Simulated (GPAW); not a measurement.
# MnO (Fm-3m) in GPAW: convergence with k mesh

Aim: find how far k mesh must go before the results for MnO settle, at LDA. This setting moves, with any that are tied to it; all else stays.

Program: GPAW 26.7.0. These are calculated values, not measurements. Logs are shortened: lines on timing, memory, paths and dates and some standing lists are left out, and cuts for length are marked. The log counts tension as positive stress, the text compression.

## 1. Starting point

It takes space group Fm-3m (No. 225, cubic). Conventional cell: a = 4.444 Å, b = 4.444 Å, c = 4.444 Å, α = 90.00°, β = 90.00°, γ = 90.00°. Around Mn (site symmetry m-3m) lie 6 O at 2.22 Å. O (site symmetry m-3m) is surrounded by 6 Mn at 2.22 Å.

## 2. With k mesh 2 × 2 × 2

run.py reads:

```python
from ase import Atoms
from ase.dft.bandgap import bandgap
from ase.io import write
from ase.units import GPa
from gpaw import GPAW, PW

atoms = Atoms(['Mn', 'O'],
              cell=[[0.0, 2.22200033, 2.22200033],
                    [2.22200033, 0.0, 2.22200033],
                    [2.22200033, 2.22200033, 0.0]],
              scaled_positions=[[0.0, 0.0, 0.0],
                                [0.5, 0.5, 0.5]],
              pbc=True)
atoms.set_initial_magnetic_moments([4.0, 0.0])

calc = GPAW(mode=PW(800),
            xc='LDA',
            kpts={'size': (2, 2, 2), 'gamma': True},
            occupations={'name': 'fermi-dirac', 'width': 0.05},
            nbands=21,
            convergence={'density': 1e-05, 'energy': 1e-05},
            maxiter=100,
            txt='gpaw.txt')
atoms.calc = calc
energy = atoms.get_potential_energy()
forces = atoms.get_forces()
stress = atoms.get_stress()
calc.write('gs.gpw')
write('result.traj', atoms)
print(f'Energy: {energy:.6f} eV')
print('Forces (eV/A):')
print(forces.round(4))
print('Stress (GPa):', (stress / GPa).round(3))
print('Moments:', calc.get_magnetic_moments().round(3))
print('Fermi level:', round(calc.get_fermi_level(), 4), 'eV')
print(f'Gap: {bandgap(calc)[0]:.4f} eV, direct: {bandgap(calc, direct=True)[0]:.4f} eV')
```

Potentials or basis: the program's PAW data sets (release 1.2.1) made for this functional, pw.

On the command line:

```bash
$ OMP_NUM_THREADS=1 python run.py
```

It took 7.7 s on 1 thread of Arm Neoverse V1, shared host; peak memory 0.15 GiB.

What came out:

* Free energy: -18.3672 eV
* Pressure: -31.1 GPa
* Band gap on the k mesh: none (metal or under the smearing width)
* Net moment: 3.42 μB per cell
* Site moments: Mn +3.27; O -0.01 μB

## 3. With k mesh 3 × 3 × 3

Changes to run.py since step 2:

```diff
@@ -17,3 +17,3 @@
             xc='LDA',
-            kpts={'size': (2, 2, 2), 'gamma': True},
+            kpts={'size': (3, 3, 3), 'gamma': True},
             occupations={'name': 'fermi-dirac', 'width': 0.05},
```

Potentials or basis: the program's PAW data sets (release 1.2.1) made for this functional, pw.

On the command line:

```bash
$ OMP_NUM_THREADS=1 python run.py
```

Run time: 7.7 s. Hardware: 1 thread of Arm Neoverse V1, shared host; peak memory 0.15 GiB.

Results:

```yaml
Free_energy: -18.5339 eV
Pressure: -14.7 GPa
Band_gap_on_the_k_mesh: none (metal or under the smearing width)
Net_moment: 4.56 μB per cell
Site_moments: Mn +4.05; O +0.16 μB
```

## 4. With k mesh 4 × 4 × 4

Changes to run.py since step 3:

```diff
@@ -17,3 +17,3 @@
             xc='LDA',
-            kpts={'size': (3, 3, 3), 'gamma': True},
+            kpts={'size': (4, 4, 4), 'gamma': True},
             occupations={'name': 'fermi-dirac', 'width': 0.05},
```

On the command line:

```bash
$ OMP_NUM_THREADS=1 python run.py
```

Wall time 13 s (1 thread of Arm Neoverse V1, shared host); peak memory 0.15 GiB.

What came out:

* Free energy: -18.6100 eV
* Pressure: -17.4 GPa
* Band gap on the k mesh: none (metal or under the smearing width)
* Net moment: 4.44 μB per cell
* Site moments: Mn +3.97; O +0.13 μB

## 5. With k mesh 5 × 5 × 5

Changes to run.py since step 4:

```diff
@@ -17,3 +17,3 @@
             xc='LDA',
-            kpts={'size': (4, 4, 4), 'gamma': True},
+            kpts={'size': (5, 5, 5), 'gamma': True},
             occupations={'name': 'fermi-dirac', 'width': 0.05},
```

On the command line:

```bash
$ OMP_NUM_THREADS=1 python run.py
```

Wall time 16 s (1 thread of Arm Neoverse V1, shared host); peak memory 0.15 GiB.

It converged, with:

```yaml
Free_energy: -18.5772 eV
Pressure: -18.2 GPa
Band_gap_on_the_k_mesh: none (metal or under the smearing width)
Net_moment: 4.38 μB per cell
Site_moments: Mn +3.93; O +0.13 μB
```

## 6. With k mesh 7 × 7 × 7

Changes to run.py since step 5:

```diff
@@ -17,3 +17,3 @@
             xc='LDA',
-            kpts={'size': (5, 5, 5), 'gamma': True},
+            kpts={'size': (7, 7, 7), 'gamma': True},
             occupations={'name': 'fermi-dirac', 'width': 0.05},
```

Potentials or basis: the program's PAW data sets (release 1.2.1) made for this functional, pw.

On the command line:

```bash
$ OMP_NUM_THREADS=1 python run.py
```

Run time: 26 s. Hardware: 1 thread of Arm Neoverse V1, shared host; peak memory 0.16 GiB.

The run converged. Its results:

- Free energy: -18.5904 eV
- Pressure: -15.1 GPa
- Band gap on the k mesh: none (metal or under the smearing width)
- Net moment: 4.57 μB per cell
- Site moments: Mn +4.06; O +0.15 μB

## 7. With k mesh 8 × 8 × 8

Changes to run.py since step 6:

```diff
@@ -17,3 +17,3 @@
             xc='LDA',
-            kpts={'size': (7, 7, 7), 'gamma': True},
+            kpts={'size': (8, 8, 8), 'gamma': True},
             occupations={'name': 'fermi-dirac', 'width': 0.05},
```

On the command line:

```bash
$ OMP_NUM_THREADS=1 python run.py
```

Wall time 36 s (1 thread of Arm Neoverse V1, shared host); peak memory 0.17 GiB.

It converged, with:

* Free energy: -18.5789 eV
* Pressure: -14.2 GPa
* Band gap on the k mesh: none (metal or under the smearing width)
* Net moment: 4.61 μB per cell
* Site moments: Mn +4.09; O +0.16 μB

## 8. With k mesh 9 × 9 × 9

Changes to run.py since step 7:

```diff
@@ -17,3 +17,3 @@
             xc='LDA',
-            kpts={'size': (8, 8, 8), 'gamma': True},
+            kpts={'size': (9, 9, 9), 'gamma': True},
             occupations={'name': 'fermi-dirac', 'width': 0.05},
```

On the command line:

```bash
$ OMP_NUM_THREADS=1 python run.py
```

Wall time 43 s (1 thread of Arm Neoverse V1, shared host); peak memory 0.18 GiB.

The run converged. Its results:

```yaml
Free_energy: -18.5795 eV
Pressure: -14.3 GPa
Band_gap_on_the_k_mesh: none (metal or under the smearing width)
Net_moment: 4.60 μB per cell
Site_moments: Mn +4.09; O +0.16 μB
```

## 9. With k mesh 11 × 11 × 11

Changes to run.py since step 8:

```diff
@@ -17,3 +17,3 @@
             xc='LDA',
-            kpts={'size': (9, 9, 9), 'gamma': True},
+            kpts={'size': (11, 11, 11), 'gamma': True},
             occupations={'name': 'fermi-dirac', 'width': 0.05},
```

Potentials or basis: the program's PAW data sets (release 1.2.1) made for this functional, pw.

On the command line:

```bash
$ OMP_NUM_THREADS=1 python run.py
```

It took 68 s on 1 thread of Arm Neoverse V1, shared host; peak memory 0.19 GiB.

The run converged. Its results:

* Free energy: -18.5798 eV
* Pressure: -15.5 GPa
* Band gap on the k mesh: none (metal or under the smearing width)
* Net moment: 4.54 μB per cell
* Site moments: Mn +4.04; O +0.15 μB

## 10. With k mesh 14 × 14 × 14

Changes to run.py since step 9:

```diff
@@ -17,3 +17,3 @@
             xc='LDA',
-            kpts={'size': (11, 11, 11), 'gamma': True},
+            kpts={'size': (14, 14, 14), 'gamma': True},
             occupations={'name': 'fermi-dirac', 'width': 0.05},
```

Potentials or basis: the program's PAW data sets (release 1.2.1) made for this functional, pw.

On the command line:

```bash
$ OMP_NUM_THREADS=1 python run.py
```

gpaw.txt:

```text
__  _  _
 | _ |_)|_||  |
 |__||  | ||/\| - 26.7.0

Input parameters:
  mode=PW(ecut=800.0),
  convergence={'density': 1e-05, 'energy': 1e-05},
  kpts=MonkhorstPack(size=(14, 14, 14), gamma=True),
  maxiter=100,
  nbands=21,
  occupations=Occupations(name='fermi-dirac', width=0.05),
  xc=XC(name='LDA')

Diagonalizing LCAO Hamiltonian
Converting LCAO to pw mode

              O

       Mn

Atoms  # Å, Bohr magnetons
|   | symbol |        x |        y |        z |    initial magnetic moments |
|---|--------|----------|----------|----------|-----------------------------|
| 0 |     Mn | 0.000000 | 0.000000 | 0.000000 | ( 0.0000,  0.0000,  4.0000) |
| 1 |      O | 2.222000 | 2.222000 | 2.222000 | ( 0.0000,  0.0000,  0.0000) |

Unit cell  # Å
| periodic |        x |        y |        z |  lengths |    angles |
|----------|----------|----------|----------|----------|-----------|
|      yes | 0.000000 | 2.222000 | 2.222000 | 3.142383 | 60.000000 |
|      yes | 2.222000 | 0.000000 | 2.222000 | 3.142383 | 60.000000 |
|      yes | 2.222000 | 2.222000 | 0.000000 | 3.142383 | 60.000000 |

Number of symmetries: 48
Symmetry operations  # r_c * U_cc + t_c -> r_c
|    | kind |            matrix            |
|----|------|------------------------------|
|  0 |  σ   |  1, 0, 0,  1, 0,-1,  1,-1, 0 |
|  1 |  C2  |  1, 0, 0,  1,-1, 0,  1, 0,-1 |
|  2 |  E   |  1, 0, 0,  0, 1, 0,  0, 0, 1 |
|  3 |  σ   |  1, 0, 0,  0, 0, 1,  0, 1, 0 |
|  4 |  C4  |  1, 0,-1,  1, 0, 0,  1,-1, 0 |
|  5 |  S6  |  1, 0,-1,  1,-1, 0,  1, 0, 0 |
|  6 |  σ   |  1, 0,-1,  0, 1,-1,  0, 0,-1 |
|  7 |  C3  |  1, 0,-1,  0, 0,-1,  0, 1,-1 |
|  8 |  S6  |  1,-1, 0,  1, 0, 0,  1, 0,-1 |
|  9 |  C4  |  1,-1, 0,  1, 0,-1,  1, 0, 0 |
| 10 |  C3  |  1,-1, 0,  0,-1, 1,  0,-1, 0 |
| 11 |  σ   |  1,-1, 0,  0,-1, 0,  0,-1, 1 |
| 12 |  σ   |  0, 1, 0,  1, 0, 0,  0, 0, 1 |
[... 168 lines left out ...]
|iter     | |      energy | eigst |  dens |  magmom |
|---------|-|-------------|-------|-------|---------|
|iter:   1| |  -19.227857 | +0.16 |       |  +4.0030|
|iter:   2| |  -19.010250 | -2.04 | -0.96 |  +4.0354|
|iter:   3| |  -18.560657 | -2.21 | -1.01 |  +4.2811|
|iter:   4| |  -18.571758 | -4.00 | -1.53 |  +4.3834|
|iter:   5| |  -18.576085 | -3.47 | -1.83 |  +4.4800|
|iter:   6| |  -18.576345 | -4.80 | -2.28 |  +4.5194|
|iter:   7| |  -18.576497 | -5.26 | -2.74 |  +4.5496|
|iter:   8| |  -18.576501c| -6.95 | -3.52 |  +4.5533|
|iter:   9| |  -18.576501c| -7.97c| -4.03 |  +4.5533|
|iter:  10| |  -18.576501c| -9.11c| -4.97 |  +4.5532|
|iter:  11| |  -18.576501c| -9.07c| -5.24c|  +4.5532|

Converged in 11 steps
Energy contributions relative to reference atoms: (reference = -33483.380042)

Energy contributions:
  Kinetic:          15.804670
  Coulomb:         -13.909647
  Zero:              0.288384
  External:          0.000000
  Xc:              -20.755488
  Entropy:          -0.008840
  Spinorbit:         0.000000
  ----------------------------
  Free energy:     -18.580921
  Extrapolated:    -18.576501

dipole moment: (-9.818292, -9.818292, -9.818292)  # |e|*Ang

Total magnetic moment: (0.000000, 0.000000, 4.553218)

Local magnetic moments
|        x |        y |        z |
|----------|----------|----------|
| 0.000000 | 0.000000 | 4.051356 |  # Mn   0
| 0.000000 | 0.000000 | 0.151584 |  # O    1

Fermi level: 7.796
Eigenvalues  # (at kpt = [0.000, 0.000, 0.000])
| band index |      eig [eV] | occ [0-1] |      eig [eV] | occ [0-1] |
|------------|---------------|-----------|---------------|-----------|
|          0 |       -72.878 |     1.000 |       -68.489 |     1.000 |
|        ... |               |           |               |           |
|          3 |       -42.013 |     1.000 |       -37.750 |     1.000 |
|          4 |       -12.329 |     1.000 |       -11.856 |     1.000 |
|          5 |         3.860 |     1.000 |         4.300 |     1.000 |
|          6 |         3.860 |     1.000 |         4.300 |     1.000 |
|          7 |         3.860 |     1.000 |         4.300 |     1.000 |
|          8 |         4.745 |     1.000 |         8.195 |     0.000 |
[... 8 lines left out ...]
|         17 |        23.969 |     0.000 |        25.555 |     0.000 |
|         18 |        27.286 |     0.000 |        29.034 |     0.000 |
|        ... |               |           |               |           |
|         20 |        27.286 |     0.000 |        29.034 |     0.000 |

No gap
No difference between direct/indirect transitions

Forces  # eV/Ang
|       x |        y |        z |
|---------|----------|----------|
| 0.00000 | -0.00000 |  0.00000 |  # Mn   0
| 0.00000 |  0.00000 | -0.00000 |  # O    1

Stress tensor  # eV/Ang^3
|         x |         y |         z |
|-----------|-----------|-----------|
|  0.095218 |  0.000000 | -0.000000 |
|  0.000000 |  0.095218 | -0.000000 |
| -0.000000 | -0.000000 |  0.095218 |

# Writing to gs.gpw (mode='')
```

Run time: 2 min. Hardware: 1 thread of Arm Neoverse V1, shared host; peak memory 0.24 GiB.

Results:

```
Free energy            : -18.5809 eV
Pressure               : -15.3 GPa
Band gap on the k mesh : none (metal or under the smearing width)
Net moment             : 4.55 μB per cell
Site moments           : Mn +4.05; O +0.15 μB
```

## 11. Result

| k mesh | energy less the tightest run, at zero smearing (meV/atom) | pressure (GPa) | largest site moment (μB) | SCF cycles | CPU time (s) | peak memory (GiB) |
| --- | --- | --- | --- | --- | --- | --- |
| 2 × 2 × 2 | 109.81 | -31.11 | 3.27 | 13 | 7.7 | 0.15 |
| 3 × 3 × 3 | 27.92 | -14.70 | 4.05 | 10 | 7.7 | 0.15 |
| 4 × 4 × 4 | -12.88 | -17.44 | 3.97 | 11 | 13 | 0.15 |
| 5 × 5 × 5 | 4.00 | -18.18 | 3.93 | 12 | 16 | 0.15 |
| 7 × 7 × 7 | -5.91 | -15.10 | 4.06 | 11 | 26 | 0.16 |
| 8 × 8 × 8 | 1.35 | -14.23 | 4.09 | 11 | 36 | 0.17 |
| 9 × 9 × 9 | 0.66 | -14.34 | 4.09 | 11 | 43 | 0.18 |
| 11 × 11 × 11 | 0.90 | -15.55 | 4.04 | 11 | 68 | 0.19 |
| 14 × 14 × 14 | 0.00 | -15.26 | 4.05 | 11 | 120 | 0.24 |

Against the tightest run, the energy stays within 1 meV/atom from 9 × 9 × 9 on; the largest site moment stays within 0.02 μB from 11 × 11 × 11 on. Not settled before the last step: the pressure (to 0.1 GPa). Meshes of other sizes hit other points, so gaps and Fermi surfaces needn't settle smoothly. The tightest run that finished is the yardstick and may itself not be fully converged.

Caveats: so large a pressure means that the cell lies far from this level's equilibrium, or that cutoff or potentials fall short; a cell with one magnetic atom can't hold antiferromagnetic order, which such compounds often take; semilocal functionals often make such compounds metallic where correlation or magnetic order opens a gap, which also shifts bond lengths.
